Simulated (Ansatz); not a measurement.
C in Ansatz: the effect of functional

Crystal: C.

```xyz
2
Lattice="0.0000 1.7834 1.7834 1.7834 0.0000 1.7834 1.7834 1.7834 0.0000" Properties=species:S:1:pos:R:3 pbc="T T T"
C     2.6751    2.6751    2.6751
C     1.7834    1.7834    1.7834
```

This isn't the form of C at room conditions, which is graphite.

Alike in all runs:

* Program: Ansatz 0.2.0
* Task: single point
* Potentials or basis: all-electron PAW datasets made for the crystal
* k mesh: 8 × 8 × 8
* Occupations: fermi-dirac, width 0.05 eV
* Spin: no spin polarisation

```tsv
functional	cutoff	gap on the mesh (eV)	pressure (GPa)
PBE	540 eV (chosen from the basis error)	?	?
HSE06	600 eV (chosen from the basis error)	5.29	-8.1
PBE0	600 eV (chosen from the basis error)	6.04	-8.3
```

What does the run with functional PBE give?

gap on the mesh 4.14 eV; pressure 1.8 GPa.

A k mesh can miss the band edges.
